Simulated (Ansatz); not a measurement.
# Ag (Im-3m) in Ansatz: a series of runs

One crystal, Ag, is run at these levels: HSE06; tasks: single point, equation of state.

Everything below comes from runs of Ansatz 0.2.0. Logs are shortened: lines on timing, memory, paths and dates and some standing lists are left out, and cuts for length are marked.

## 1. The crystal as given

It takes space group Im-3m (No. 229, cubic). The conventional cell has a = 3.311 Å, b = 3.311 Å, c = 3.311 Å, α = 90.00°, β = 90.00°, γ = 90.00°. Ag (site symmetry m-3m) has 8 Ag at 2.87 Å as nearest neighbours.

This isn't the form of Ag at room conditions, which is fcc.

## 2. Single point, HSE06, 17.06 Å³/atom (volume scaled by 0.94)

Input file input:

```
crystal:
  lattice:
    - [-1.6218556592, 1.6218556592, 1.6218556592]
    - [1.6218556592, -1.6218556592, 1.6218556592]
    - [1.6218556592, 1.6218556592, -1.6218556592]
  atoms:
    - { symbol: Ag, position: [0.0, 0.0, 0.0] }
hamiltonian:
  xc: hse06
  pseudopotentials: { kind: paw }
kpoints:
  mp_grid: { grid: [6, 6, 6] }
scf:
  occupations: { method: fermi_dirac, width: 0.05 }
output:
  forces: true
  stress: true
  eigenvalues: true
```

Potentials or basis: Ansatz PAW.

The program printed:

```text
Warning: output.stress: scf.convergence.dr2_threshold = 1e-7 eV (the SCF's general default) is looser than the 1e-10 eV advised for a printed stress (1e-10 eV for each atom of the cell: 1). What an SCF threshold leaves in a stress goes as its square root, and in the free energy as the threshold itself, and one threshold admits the most on a small cell: of the crystals measured, under no hybrid functional and no lock of the moments, on runs that ended without the residual-converged pass, on stresses that held no estimate of that error, the worst erred by over 100 MPa in a component at 1e-7 eV an atom and by under 5 at 1e-10. Set scf.convergence.dr2_threshold to 1e-10 eV or tighter. The threshold is an SCF's pass mark: one that does not reach it within its budget of iterations ends unconverged, or closes short of it on a stop that the run arms, and scf.convergence.dr2_threshold's page says what that costs each kind of run
Warning: output.stress: scf.exx.energy_threshold = 1e-6 eV is looser than the 1e-8 eV advised for a stress under a hybrid functional (1e-8 eV for each atom of the cell: 1). Every SCF of the exchange loop can meet its threshold on dr2 while the loop round them stops early: no threshold on dr2 bounds what that leaves in the stress. Set scf.exx.energy_threshold to 1e-8 eV or tighter. The threshold is the loop's pass mark: a loop that does not reach it within its budget of cycles ends unconverged, and scf.exx.energy_threshold's page has the law
GPUs: using 1 of 1 available (devices: 1).
Engine: ansatz 0.2.0, x86_64-unknown-linux-gnu
Pseudopotentials: kind: paw
Pseudopotential: Ag, paw, valence charge 19, recommended cutoff 420 eV (normal), Ag.paw.azcp
Functional definition: HSE06
  parameter a = 0.25
  parameter omega = 0.11/bohr
  exchange = pbe_x - a*pbe_x_sr(omega) + a*exact_x_sr(omega)
  correlation = pbe_c
device memory: the entry about to start is reckoned to put 0.4 GiB on a device that reports 65.0 GiB free (of which the cap on the GPU budget leaves the run 18.0 GiB)
GPU FFT provider: cuFFT
GPU libraries: cuBLAS 13.8.2, cuFFT 12.4.0, cuSOLVER 12.3.4
Crystal: 1 atoms, lattice volume = 17.065 Å³
Basis set: ecut = 420 eV, 321 PW (Γ), exchange–correlation on 40×40×40 points (8 copies of the dense FFT grid, shifted against one another)
Bands: 14, of which v1, the nominal top of the filled ones, is band 10 counted from 1 (9 counted from 0)
Symmetry: 48 space group operations
Space group: Im-3m (ITA 229), of the structure as read, at distance tolerance 2.6e-5 Å
k-points: 16 of 216
Non-local potential: Ag, projectors of the file, l = 0: 3, l = 1: 2, l = 2: 2, l = 3: 1
PAW form: soft (Blöchl's): semilocal exchange-correlation on the pseudo side does not see the compensation charge
PAW frozen core: Ag, regenerated for the run's functional, and the local potential with it (the file was generated under x = pbe(κ = 0.804, μ = 0.2195149727645171), c = pbe(β = 0.06672455060314922))
PAW one-centre angular grid: Ag, 590 points (default); XC on 96 Gauss nodes
Initial density: superposition of atomic densities (neutral atoms: chi_scale 0, normalization atom), corrected by the library's trained network
Initial wavefunctions: pseudopotential atomic-orbital guess
GPU buffer pool allocated for 8000 grid points (all kernels)
GPU transforms: local potential and band sums: pruned to the plane-wave sphere, on 20×20×20
Functional: x = pbe(κ = 0.804, μ = 0.2195149727645171), c = pbe(β = 0.06672455060314922), warm-up for x = pbe(κ = 0.804, μ = 0.2195149727645171) + 0.25 (exact − pbe) at short range (hse, ω = 0.20786987370883472 Å⁻¹), c = pbe(β = 0.06672455060314922); HSE06 as pw.x's `hse` composes it (authors' and Libxc's form: `xc: wpbeh`)
SCF iter   1: F=—  HF=-7590.421063 eV  |F-HF|=—  |Δ(HF+E_count)|=         —  Δρ=3.56e-3  dr2=1.82e-3  ethr=1.77e-3  ⟨swp⟩=8.2  Hψ=957  notcnv=0
preconditioner: auto → none  [insulator: Δε(μ)=0.322 eV  Ē_g=16.239 eV  σ=0.050 eV  W_gap=0.68  n_scr=12 (ndim 8)  ℏωp=29.8 eV  f_vac=0.000  D(μ)=1.92/eV (n_scr^D=18)]
[... 33 lines left out ...]
Frozen-core exchange: fock
SCF iter   1: F=—  HF=-7593.666632 eV  |F-HF|=—  |Δ(HF+E_count)|=         —  Δρ=9.25e-5  dr2=1.14e-6  ethr=3.26e-7  ⟨swp⟩=3.8  Hψ=592  notcnv=0
preconditioner: auto → none  [insulator: Δε(μ)=0.232 eV  Ē_g=18.344 eV  σ=0.050 eV  W_gap=0.66  n_scr=12 (ndim 8)  ℏωp=29.8 eV  f_vac=0.000  D(μ)=1.94/eV (n_scr^D=18)]
SCF iter   2: F=—  HF=-7593.666632 eV  |F-HF|=—  |Δ(HF+E_count)|=   2.54e-7  Δρ=2.04e-5  dr2=2.04e-8  ethr=5.56e-9  ⟨swp⟩=3.0  Hψ=423  notcnv=0
SCF iter   3: F=-7593.666632 eV  HF=-7593.666632 eV  |F-HF|=8.08e-9  |Δ(HF+E_count)|=   8.68e-8  Δρ=8.24e-6  dr2=8.74e-9  ethr=7.03e-11  ⟨swp⟩=3.5  Hψ=632  notcnv=0  defer=1
SCF 3 converged in 3 iterations: F = -7593.666632 eV  dr2 = 8.74e-9
  Residual-converged pass: ⟨swp⟩=2.1  Hψ=333  notcnv=0  max |occ|·‖R‖ = 2.1e-6 eV (tolerance 2.4e-6 eV)  dr2=8.72e-9  dr2_onsite=1.22e-9  max |Δocc| = 1.7e-14
hybrid outer 2: dexx = +1.838e-7 eV, tail = 3.11e-8 eV, Δε = 1.28e-3 eV (about 6.35e-5 eV left of the loop's levels)
hybrid SCF converged: 2 outer / 9 inner (+5 warm-up), last move |dexx| = 1.84e-7 eV, tail = 3.11e-8 eV
Stability not checked: this state was not tested for a lower state beside it, because the functional holds exact exchange (a hybrid, or Hartree-Fock), whose exchange loop this test does not read (fock_operator; see scf.lower_state_search)
Free energy (F): -7593.666632 eV
Frozen-core exchange: fock
Harris-Foulkes:  -7593.666632 eV  (|F-HF|=8.08e-9)
Internal energy: -7593.652504 eV  (E = F + TS)
E sigma→0 (E₀):  -7593.659568 eV
Entropy (-TS):   -0.014128 eV (-14.128 meV/atom)
Fermi energy:    17.336926 eV
--- Per-component energies (eV) ---
  E_band       = -283.123432
  E_kinetic    = 529.121197
  E_local      = -2200.708201  (includes V_loc(G=0)·N_el)
  E_nonlocal   = 81.130867
  E_hartree    = 1004.778031
  E_xc         = -147.686755
  E_vxc        = -186.078284  (∫ρ·V_xc dr)
  E_exx        = -79.829146  (= α·E_x^exact, valence–valence)
  E_paw        = -3863.818148  (= ΣΔE_a)
  E_vpaw       = -356.481891  (= ΣTr[D̂ρ^β])
  E_aug_tail   = 0.000309  (compensation charges beyond the density's cutoff)
  E_ewald      = -2916.061812
  E_core_change = -0.578846  (= ΣΔE_core)
  E_smearing   = -0.014128  (= −TS)
  E_closure    = -0.000000  (closes the sum)
  Σ components = -7593.666632   (vs F -7593.666632, Δ=0.00e0)
--- Forces (eV/Å), atoms counted from 1 ---
  atom   1  Ag    -0.00000000     0.00000000     0.00000000
  max |Σ_I F_I| component: 1.31e-29 eV/Å
--- Stress (GPa, compression-positive) ---
        4.733819       0.000000      -0.000000
        0.000000       4.733819       0.000000
        0.000000       0.000000       4.733819
  P = ⅓ Tr σ = 4.7338 GPa (47.338 kbar)
--- Band table (eV; the first three rows and the last of 16) ---
  k-point 0: bands = ["-79.8452", "-41.8922", "-41.8922", "-41.8922", "8.5281", "10.9218", "10.9218", "10.9218", "12.3120", "12.3120", "35.8918", "35.8918", "35.8918", "42.6077"]
  k-point 1: bands = ["-79.8399", "-41.9417", "-41.9107", "-41.8929", "9.4418", "10.7022", "11.0549", "11.4777", "12.1397", "12.3390", "33.3611", "35.1358", "36.5574", "39.2143"]
  k-point 2: bands = ["-79.8290", "-42.0410", "-41.9477", "-41.8942", "9.7174", "10.2867", "12.1710", "12.4226", "12.7548", "13.6119", "26.7792", "32.5024", "34.7397", "37.7664"]
  k-point 15: bands = ["-79.8065", "-42.0469", "-42.0469", "-42.0469", "9.3738", "9.3738", "13.2323", "13.2323", "13.2323", "24.8666", "24.8666", "24.8666", "31.4656", "31.5949"]
```

Wall time 9.7 s (1 × NVIDIA H100 80GB HBM3 with 2 threads of AMD EPYC 7R13 (Zen 3), shared host); peak memory 1.3 GiB.

What came out:

- Free energy: -7593.6666 eV
- Pressure: 4.7 GPa
- Band gap on the k mesh: none (metal or under the smearing width)

Caveat: the k mesh is coarse (spacing up to 0.46 Å⁻¹), so the values aren't converged, least of all with exact exchange; the PAW data sets come from PBE, with cores solved anew for the run's functional, which leaves a small shift of forces and pressure; the thresholds are loose for stress.

## 3. Single point, HSE06, 17.43 Å³/atom (volume scaled by 0.96)

Input file input:

```
crystal:
  lattice:
    - [-1.6332775543, 1.6332775543, 1.6332775543]
    - [1.6332775543, -1.6332775543, 1.6332775543]
    - [1.6332775543, 1.6332775543, -1.6332775543]
  atoms:
    - { symbol: Ag, position: [0.0, 0.0, 0.0] }
hamiltonian:
  xc: hse06
  pseudopotentials: { kind: paw }
kpoints:
  mp_grid: { grid: [6, 6, 6] }
scf:
  occupations: { method: fermi_dirac, width: 0.05 }
output:
  forces: true
  stress: true
  eigenvalues: true
  write_density: true
  write_potential: true
  elf: true
  volumetric_format: npy
```

Potentials or basis: Ansatz PAW.

It took 9 s on 1 × NVIDIA H100 80GB HBM3 with 2 threads of AMD EPYC 7R13 (Zen 3), shared host; peak memory 1.3 GiB.

Results (log left out):

```yaml
Free_energy: -7593.6749 eV
Pressure: 2.6 GPa
Band_gap_on_the_k_mesh: none (metal or under the smearing width)
```

Caveat: the k mesh is coarse (spacing up to 0.45 Å⁻¹), so the values aren't converged, least of all with exact exchange; the PAW data sets come from PBE, with cores solved anew for the run's functional, which leaves a small shift of forces and pressure; the thresholds are loose for stress.

## 4. Single point, HSE06, 17.79 Å³/atom (volume scaled by 0.98)

Input file input:

```
crystal:
  lattice:
    - [-1.6445418934, 1.6445418934, 1.6445418934]
    - [1.6445418934, -1.6445418934, 1.6445418934]
    - [1.6445418934, 1.6445418934, -1.6445418934]
  atoms:
    - { symbol: Ag, position: [0.0, 0.0, 0.0] }
hamiltonian:
  xc: hse06
  pseudopotentials: { kind: paw }
kpoints:
  mp_grid: { grid: [6, 6, 6] }
scf:
  occupations: { method: fermi_dirac, width: 0.05 }
output:
  forces: true
  stress: true
  eigenvalues: true
```

It took 8.5 s on 1 × NVIDIA H100 80GB HBM3 with 2 threads of AMD EPYC 7R13 (Zen 3), shared host; peak memory 1.3 GiB.

Results (log left out):

```
Free energy            : -7593.6786 eV
Pressure               : 0.8 GPa
Band gap on the k mesh : none (metal or under the smearing width)
```

Caveat: the k mesh is coarse (spacing up to 0.45 Å⁻¹), so the values aren't converged, least of all with exact exchange; the PAW data sets come from PBE, with cores solved anew for the run's functional, which leaves a small shift of forces and pressure; the thresholds are loose for stress.

## 5. Single point, HSE06, 18.15 Å³/atom

Input file input:

```
crystal:
  lattice:
    - [-1.655654, 1.655654, 1.655654]
    - [1.655654, -1.655654, 1.655654]
    - [1.655654, 1.655654, -1.655654]
  atoms:
    - { symbol: Ag, position: [0.0, 0.0, 0.0] }
hamiltonian:
  xc: hse06
  pseudopotentials: { kind: paw }
kpoints:
  mp_grid: { grid: [6, 6, 6] }
scf:
  occupations: { method: fermi_dirac, width: 0.05 }
output:
  forces: true
  stress: true
  eigenvalues: true
  write_density: true
  write_potential: true
  elf: true
  volumetric_format: npy
```

Wall time 9.8 s (1 × NVIDIA H100 80GB HBM3 with 2 threads of AMD EPYC 7R13 (Zen 3), shared host); peak memory 1.3 GiB.

The run converged. Its results:

| Property | Result |
| --- | --- |
| Free energy | -7593.6786 eV |
| Pressure | -0.7 GPa |
| Band gap on the k mesh | none (metal or under the smearing width) |

Caveat: the k mesh is coarse (spacing up to 0.45 Å⁻¹), so the values aren't converged, least of all with exact exchange; the PAW data sets come from PBE, with cores solved anew for the run's functional, which leaves a small shift of forces and pressure; the thresholds are loose for stress.

## 6. Single point, HSE06, 18.52 Å³/atom (volume scaled by 1.02)

Input file input:

```
crystal:
  lattice:
    - [-1.6666189156, 1.6666189156, 1.6666189156]
    - [1.6666189156, -1.6666189156, 1.6666189156]
    - [1.6666189156, 1.6666189156, -1.6666189156]
  atoms:
    - { symbol: Ag, position: [0.0, 0.0, 0.0] }
hamiltonian:
  xc: hse06
  pseudopotentials: { kind: paw }
kpoints:
  mp_grid: { grid: [6, 6, 6] }
scf:
  occupations: { method: fermi_dirac, width: 0.05 }
output:
  forces: true
  stress: true
  eigenvalues: true
```

Potentials or basis: Ansatz PAW.

Wall time 9 s (1 × NVIDIA H100 80GB HBM3 with 2 threads of AMD EPYC 7R13 (Zen 3), shared host); peak memory 1.3 GiB.

Results (log left out):

* Free energy: -7593.6758 eV
* Pressure: -1.8 GPa
* Band gap on the k mesh: none (metal or under the smearing width)

Caveat: the k mesh is coarse (spacing up to 0.44 Å⁻¹), so the values aren't converged, least of all with exact exchange; the PAW data sets come from PBE, with cores solved anew for the run's functional, which leaves a small shift of forces and pressure; the thresholds are loose for stress.

## 7. Single point, HSE06, 18.88 Å³/atom (volume scaled by 1.04)

Input file input:

```
crystal:
  lattice:
    - [-1.6774414196, 1.6774414196, 1.6774414196]
    - [1.6774414196, -1.6774414196, 1.6774414196]
    - [1.6774414196, 1.6774414196, -1.6774414196]
  atoms:
    - { symbol: Ag, position: [0.0, 0.0, 0.0] }
hamiltonian:
  xc: hse06
  pseudopotentials: { kind: paw }
kpoints:
  mp_grid: { grid: [6, 6, 6] }
scf:
  occupations: { method: fermi_dirac, width: 0.05 }
output:
  forces: true
  stress: true
  eigenvalues: true
  write_density: true
  write_potential: true
  elf: true
  volumetric_format: npy
```

It took 9.1 s on 1 × NVIDIA H100 80GB HBM3 with 2 threads of AMD EPYC 7R13 (Zen 3), shared host; peak memory 1.3 GiB.

It converged, with:

```yaml
Free_energy: -7593.6704 eV
Pressure: -3.0 GPa
Band_gap_on_the_k_mesh: none (metal or under the smearing width)
```

Caveat: the k mesh is coarse (spacing up to 0.44 Å⁻¹), so the values aren't converged, least of all with exact exchange; the PAW data sets come from PBE, with cores solved anew for the run's functional, which leaves a small shift of forces and pressure; the thresholds are loose for stress.

## 8. Single point, HSE06, 19.24 Å³/atom (volume scaled by 1.06)

input: that of step 7 with these lines changed.

```diff
@@ -2,5 +2,5 @@
   lattice:
-    - [-1.6774414196, 1.6774414196, 1.6774414196]
-    - [1.6774414196, -1.6774414196, 1.6774414196]
-    - [1.6774414196, 1.6774414196, -1.6774414196]
+    - [-1.6881260479, 1.6881260479, 1.6881260479]
+    - [1.6881260479, -1.6881260479, 1.6881260479]
+    - [1.6881260479, 1.6881260479, -1.6881260479]
   atoms:
```

Wall time 11 s (1 × NVIDIA H100 80GB HBM3 with 2 threads of AMD EPYC 7R13 (Zen 3), shared host); peak memory 1.3 GiB.

It converged, with:

```
Free energy            : -7593.6624 eV
Pressure               : -4.0 GPa
Band gap on the k mesh : none (metal or under the smearing width)
```

Caveat: the k mesh is coarse (spacing up to 0.44 Å⁻¹), so the values aren't converged, least of all with exact exchange; the PAW data sets come from PBE, with cores solved anew for the run's functional, which leaves a small shift of forces and pressure; the thresholds are loose for stress.

## 9. Equation of state, HSE06

Potentials or basis: Ansatz PAW.

No new run: the results of the series are fitted here.

Results:

```yaml
Equilibrium_volume: 17.99 Å³/atom
Bulk_modulus: 73 GPa
Pressure_derivative_of_the_bulk_modulus: "7.1 (rough: it moves with the points fitted)"
```

Energy against volume, from the lowest point:
| volume (Å³/atom) | energy (meV/atom) |
| --- | --- |
| 17.065 | 12.00 |
| 17.428 | 3.76 |
| 17.791 | 0.05 |
| 18.154 | 0.00 |
| 18.517 | 2.87 |
| 18.880 | 8.26 |
| 19.243 | 16.25 |

Caveat: the k mesh is coarse (spacing up to 0.45 Å⁻¹), so the values aren't converged, least of all with exact exchange; the PAW data sets were made with another functional, which shifts forces and pressure a little.
